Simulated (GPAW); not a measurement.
# NaCl (Pm-3m) in GPAW: single point with LDA

Aim: the single point of NaCl with LDA.

All numbers are computed with GPAW 26.7.0; they aren't measurements. Logs are shortened: lines on timing, memory, paths and dates and some standing lists are left out, and cuts for length are marked. The log counts tension as positive stress, the text compression.

## 1. The structure

The structure is cubic, space group Pm-3m (No. 221). Conventional cell: a = 3.502 Å, b = 3.502 Å, c = 3.502 Å, α = 90.00°, β = 90.00°, γ = 90.00°. Around Cl (site symmetry m-3m) lie 8 Na at 3.03 Å. Na (site symmetry m-3m) is surrounded by 8 Cl at 3.03 Å.

Measurements of this composition are mostly on another form, of space group No. 225.

## 2. Single point, LDA

run.py

```python
from ase import Atoms
from ase.dft.bandgap import bandgap
from ase.io import write
from ase.units import GPa
from gpaw import GPAW, PW

atoms = Atoms(['Cl', 'Na'],
              cell=[[3.50219, 0.0, 0.0],
                    [0.0, 3.50219, 0.0],
                    [0.0, 0.0, 3.50219]],
              scaled_positions=[[0.5, 0.5, 0.5],
                                [0.0, 0.0, 0.0]],
              pbc=True)

calc = GPAW(mode=PW(600),
            xc='LDA',
            kpts={'size': (6, 6, 6), 'gamma': True},
            occupations={'name': 'fermi-dirac', 'width': 0.05},
            nbands=15,
            maxiter=120,
            txt='gpaw.txt')
atoms.calc = calc
energy = atoms.get_potential_energy()
forces = atoms.get_forces()
stress = atoms.get_stress()
calc.write('gs.gpw')
write('result.traj', atoms)
print(f'Energy: {energy:.6f} eV')
print('Forces (eV/A):')
print(forces.round(4))
print('Stress (GPa):', (stress / GPa).round(3))
print('Fermi level:', round(calc.get_fermi_level(), 4), 'eV')
print(f'Gap: {bandgap(calc)[0]:.4f} eV, direct: {bandgap(calc, direct=True)[0]:.4f} eV')
```

Potentials or basis: the program's PAW data sets (release 1.2.1) made for this functional, pw.

Started as:

```bash
OMP_NUM_THREADS=1 python run.py
```

gpaw.txt:

```text
__  _  _
 | _ |_)|_||  |
 |__||  | ||/\| - 26.7.0

Input parameters:
  mode=PW(ecut=600.0),
  kpts=MonkhorstPack(size=(6, 6, 6), gamma=True),
  maxiter=120,
  nbands=15,
  occupations=Occupations(name='fermi-dirac', width=0.05),
  xc=XC(name='LDA')

Diagonalizing LCAO Hamiltonian
Converting LCAO to pw mode
   .--------.
  /|        |
 * |        |
 | |   Cl   |
 | .--------.
 |/        /
 Na-------*

Atoms  # Å, Bohr magnetons
|   | symbol |        x |        y |        z |    initial magnetic moments |
|---|--------|----------|----------|----------|-----------------------------|
| 0 |     Cl | 1.751095 | 1.751095 | 1.751095 | ( 0.0000,  0.0000,  0.0000) |
| 1 |     Na | 0.000000 | 0.000000 | 0.000000 | ( 0.0000,  0.0000,  0.0000) |

Unit cell  # Å
| periodic |        x |        y |        z |  lengths |    angles |
|----------|----------|----------|----------|----------|-----------|
|      yes | 3.502190 | 0.000000 | 0.000000 | 3.502190 | 90.000000 |
|      yes | 0.000000 | 3.502190 | 0.000000 | 3.502190 | 90.000000 |
|      yes | 0.000000 | 0.000000 | 3.502190 | 3.502190 | 90.000000 |

Number of symmetries: 48
Symmetry operations  # r_c * U_cc + t_c -> r_c
|    | kind |            matrix            |
|----|------|------------------------------|
|  0 |  E   |  1, 0, 0,  0, 1, 0,  0, 0, 1 |
|  1 |  σ   |  1, 0, 0,  0, 1, 0,  0, 0,-1 |
|  2 |  σ   |  1, 0, 0,  0, 0, 1,  0, 1, 0 |
|  3 |  C4  |  1, 0, 0,  0, 0, 1,  0,-1, 0 |
|  4 |  C4  |  1, 0, 0,  0, 0,-1,  0, 1, 0 |
|  5 |  σ   |  1, 0, 0,  0, 0,-1,  0,-1, 0 |
|  6 |  σ   |  1, 0, 0,  0,-1, 0,  0, 0, 1 |
|  7 |  C2  |  1, 0, 0,  0,-1, 0,  0, 0,-1 |
|  8 |  σ   |  0, 1, 0,  1, 0, 0,  0, 0, 1 |
|  9 |  C2  |  0, 1, 0,  1, 0, 0,  0, 0,-1 |
| 10 |  C3  |  0, 1, 0,  0, 0, 1,  1, 0, 0 |
| 11 |  S6  |  0, 1, 0,  0, 0, 1, -1, 0, 0 |
| 12 |  S6  |  0, 1, 0,  0, 0,-1,  1, 0, 0 |
| 13 |  C3  |  0, 1, 0,  0, 0,-1, -1, 0, 0 |
| 14 |  C4  |  0, 1, 0, -1, 0, 0,  0, 0, 1 |
| 15 |  S4  |  0, 1, 0, -1, 0, 0,  0, 0,-1 |
| 16 |  C3  |  0, 0, 1,  1, 0, 0,  0, 1, 0 |
| 17 |  S6  |  0, 0, 1,  1, 0, 0,  0,-1, 0 |
| 18 |  σ   |  0, 0, 1,  0, 1, 0,  1, 0, 0 |
| 19 |  C4  |  0, 0, 1,  0, 1, 0, -1, 0, 0 |
| 20 |  C2  |  0, 0, 1,  0,-1, 0,  1, 0, 0 |
| 21 |  S4  |  0, 0, 1,  0,-1, 0, -1, 0, 0 |
| 22 |  S6  |  0, 0, 1, -1, 0, 0,  0, 1, 0 |
| 23 |  C3  |  0, 0, 1, -1, 0, 0,  0,-1, 0 |
| 24 |  S6  |  0, 0,-1,  1, 0, 0,  0, 1, 0 |
| 25 |  C3  |  0, 0,-1,  1, 0, 0,  0,-1, 0 |
| 26 |  C4  |  0, 0,-1,  0, 1, 0,  1, 0, 0 |
| 27 |  σ   |  0, 0,-1,  0, 1, 0, -1, 0, 0 |
| 28 |  S4  |  0, 0,-1,  0,-1, 0,  1, 0, 0 |
| 29 |  C2  |  0, 0,-1,  0,-1, 0, -1, 0, 0 |
| 30 |  C3  |  0, 0,-1, -1, 0, 0,  0, 1, 0 |
| 31 |  S6  |  0, 0,-1, -1, 0, 0,  0,-1, 0 |
| 32 |  C4  |  0,-1, 0,  1, 0, 0,  0, 0, 1 |
| 33 |  S4  |  0,-1, 0,  1, 0, 0,  0, 0,-1 |
| 34 |  S6  |  0,-1, 0,  0, 0, 1,  1, 0, 0 |
| 35 |  C3  |  0,-1, 0,  0, 0, 1, -1, 0, 0 |
| 36 |  C3  |  0,-1, 0,  0, 0,-1,  1, 0, 0 |
| 37 |  S6  |  0,-1, 0,  0, 0,-1, -1, 0, 0 |
| 38 |  σ   |  0,-1, 0, -1, 0, 0,  0, 0, 1 |
| 39 |  C2  |  0,-1, 0, -1, 0, 0,  0, 0,-1 |
| 40 |  σ   | -1, 0, 0,  0, 1, 0,  0, 0, 1 |
| 41 |  C2  | -1, 0, 0,  0, 1, 0,  0, 0,-1 |
| 42 |  C2  | -1, 0, 0,  0, 0, 1,  0, 1, 0 |
| 43 |  S4  | -1, 0, 0,  0, 0, 1,  0,-1, 0 |
| 44 |  S4  | -1, 0, 0,  0, 0,-1,  0, 1, 0 |
| 45 |  C2  | -1, 0, 0,  0, 0,-1,  0,-1, 0 |
| 46 |  C2  | -1, 0, 0,  0,-1, 0,  0, 0, 1 |
| 47 |  i   | -1, 0, 0,  0,-1, 0,  0, 0,-1 |

BZ-sampling:
  Number of BZ points: 216
  Number of IBZ points: 20

  Monkhorst-Pack size: [6, 6, 6]
  Monkhorst-Pack shift: [0.08333333333333333, 0.08333333333333333, 0.08333333333333333]

K-points  # in reciprocal-cell coordinates
|     |                                coordinates |     weight |
|-----|--------------------------------------------|------------|
|   0 | (  0.00000000,   0.00000000,   0.00000000) | 0.00462963 |
|   1 | (  0.16666667,   0.00000000,   0.00000000) | 0.02777778 |
|   2 | (  0.16666667,   0.16666667,   0.00000000) | 0.05555556 |
|   3 | (  0.16666667,   0.16666667,   0.16666667) | 0.03703704 |
|   4 | (  0.33333333,   0.00000000,   0.00000000) | 0.02777778 |
|   5 | (  0.33333333,   0.16666667,   0.00000000) | 0.11111111 |
|   6 | (  0.33333333,   0.16666667,   0.16666667) | 0.11111111 |
|   7 | (  0.33333333,   0.33333333,   0.00000000) | 0.05555556 |
|   8 | (  0.33333333,   0.33333333,   0.16666667) | 0.11111111 |
|   9 | (  0.33333333,   0.33333333,   0.33333333) | 0.03703704 |
| ... |                                            |            |
|  19 | (  0.50000000,   0.50000000,   0.50000000) | 0.00462963 |

Plane wave coefficients: 1472
Cutoff: 600.0 eV

Spin-components: 1 (collinear spins)
Bands:           15
Projectors:      10
Spin-degeneracy: 2
Datatype:        complex128

Parallelization:
  kpt:    1
  domain: 1
  band:   1

Density:
  Valence electrons: 14.0
  Components: 1
  Grid points: [20 20 20]
  Charge: 0.0  # |e|

Potential:
  Grid points: [20 20 20]

species:
  Cl:
    name:    Chlorine
    Z:       17.0
    valence: 7
    core:    10
    charge:  0.0  # [|e|]
    compensation charges:
      type: gauss
      rc: 0.25  # [Å]
      lmax: 2
    cutoffs:
      filter: 1.40  # [Å]
      core: 1.49  # [Å]
    projectors
    | kind |    occ | energy [eV] | rcut [Å] |
    |------|--------|-------------|----------|
    |   3s |  2.000 |     -20.688 |    0.794 |
    |   3p |  5.000 |      -8.701 |    0.794 |
    |    s |        |       6.523 |    0.794 |
    |    p |        |      18.511 |    0.794 |
    |    d |        |       0.000 |    0.794 |

    Using partial waves for Cl as LCAO basis

  Na:
    name:    Sodium
    Z:       11.0
    valence: 7
    core:    4
    charge:  0.0  # [|e|]
    compensation charges:
      type: gauss
      rc: 0.37  # [Å]
      lmax: 2
    cutoffs:
      filter: 2.17  # [Å]
      core: 2.59  # [Å]
    projectors
    | kind |    occ | energy [eV] | rcut [Å] |
    |------|--------|-------------|----------|
    |   3s |  1.000 |      -2.819 |    1.201 |
    |   2p |  6.000 |     -28.826 |    1.217 |
    |   3p |  0.000 |      -0.774 |    1.217 |
    |    s |        |      24.392 |    1.201 |
    |    d |        |       0.000 |    1.238 |

    Using partial waves for Na as LCAO basis

Reference energy: -16917.838178  # eV

eigensolver:
  PPCG
  Converge bands: occupied
  niter=2

density mixing:
  MSR1-Mixer
  Pratt-step length: 0.05
  Maximum mixing coefficient: 0.75
  Old densities: 10
  SVD Regularization: 0.005
  Good broyden scale: 1.0
  Trust region scale: 1.0
  Backstep threshold: 4.0
  History deletion threshold: 6.0
  Fourier metric: weight=20.0, sigma=0.015

occupation numbers:
  Fermi-Dirac:
    width: 0.0500  # eV

poisson solver:
  ecut: 4800.0  # eV

xc functional:
  name: None

convergence criteria:
- Maximum [total energy] change in last 3 cyles: 0.0005 eV / valence electron
- Maximum integral of absolute [dens]ity change: 0.0001 electrons / valence electron
- Maximum integral of absolute [eigenst]ate change: 4e-08 eV^2 / valence electron
maximum number of iterations: 120

SCF iterations
|iter     | |      energy | eigst |  dens |
|---------|-|-------------|-------|-------|
|iter:   1| |   -7.210657 | -0.77 |       |
|iter:   2| |   -7.189147 | -2.81 | -1.35 |
|iter:   3| |   -7.087619 | -2.57 | -1.39 |
|iter:   4| |   -7.085820 | -3.94 | -1.89 |
|iter:   5| |   -7.085657c| -5.03 | -2.42 |
|iter:   6| |   -7.085660c| -6.45 | -3.33 |
|iter:   7| |   -7.085660c| -7.81c| -3.90 |
|iter:   8| |   -7.085660c| -7.52c| -4.61c|

Converged in 8 steps
Energy contributions relative to reference atoms: (reference = -16917.838178)

Energy contributions:
  Kinetic:           5.037709
  Coulomb:          -5.362686
  Zero:              0.001274
  External:          0.000000
  Xc:               -6.761957
  Entropy:          -0.000000
  Spinorbit:         0.000000
  ----------------------------
  Free energy:      -7.085660
  Extrapolated:     -7.085660

dipole moment: (-3.296749, -3.296749, -3.296749)  # |e|*Ang

Fermi level: 1.874
Eigenvalues  # (at kpt = [0.000, 0.000, 0.000])
| band index |      eig [eV] | occ [0-2] |
|------------|---------------|-----------|
|          0 |       -21.625 |     2.000 |
|          1 |       -21.625 |     2.000 |
|          2 |       -21.625 |     2.000 |
|          3 |       -12.929 |     2.000 |
|          4 |        -0.104 |     2.000 |
|          5 |        -0.104 |     2.000 |
|          6 |        -0.104 |     2.000 |
|          7 |         4.010 |     0.000 |
|          8 |         8.631 |     0.000 |
|          9 |         8.631 |     0.000 |
|         10 |        15.749 |     0.000 |
|         11 |        15.749 |     0.000 |
|         12 |        15.749 |     0.000 |
|         13 |        15.840 |     0.000 |
|         14 |        15.846 |     0.000 |

Gap: 3.606 eV
Transition (v -> c):
  (s=0, k=16, n=6, [0.50, 0.50, 0.00]) -> (s=0, k=0, n=7, [0.00, 0.00, 0.00])
Direct/indirect transitions are different
Direct gap: 4.114 eV
Transition at: (s=0, k=0, n=6, [0.00, 0.00, 0.00])

Forces  # eV/Ang
|       x |        y |       z |
|---------|----------|---------|
| 0.00000 | -0.00000 | 0.00000 |  # Cl   0
| 0.00000 |  0.00000 | 0.00000 |  # Na   1

Stress tensor  # eV/Ang^3
|        x |        y |        z |
|----------|----------|----------|
| 0.019385 | 0.000000 | 0.000000 |
| 0.000000 | 0.019385 | 0.000000 |
| 0.000000 | 0.000000 | 0.019385 |

# Writing to gs.gpw (mode='')
```

Wall time 5.8 s (1 thread of Arm Neoverse V1, shared host); peak memory 0.14 GiB.

Results:

- Free energy: -7.0857 eV
- Pressure: -3.1 GPa
- Band gap on the k mesh: 3.61 eV, indirect (least direct gap 4.11 eV)

Levels at points of the mesh, in eV from the valence-band top:
```csv
k point,band 5,band 6,band 7,band 8,band 9,band 10
"(0.00, 0.00, 0.00)",-0.51,-0.51,-0.51,3.61,8.23,8.23
"(0.50, 0.00, 0.00)",-3.05,-0.27,-0.27,6.54,8.26,10.18
"(0.50, 0.50, 0.00)",-2.33,-2.33,0.00,5.19,9.53,10.65
"(0.50, 0.50, 0.50)",-1.90,-1.90,-1.90,6.75,6.75,6.75
```

Caveat: the cutoff is short for stress and forces, so pressures can be off by a GPa or more.
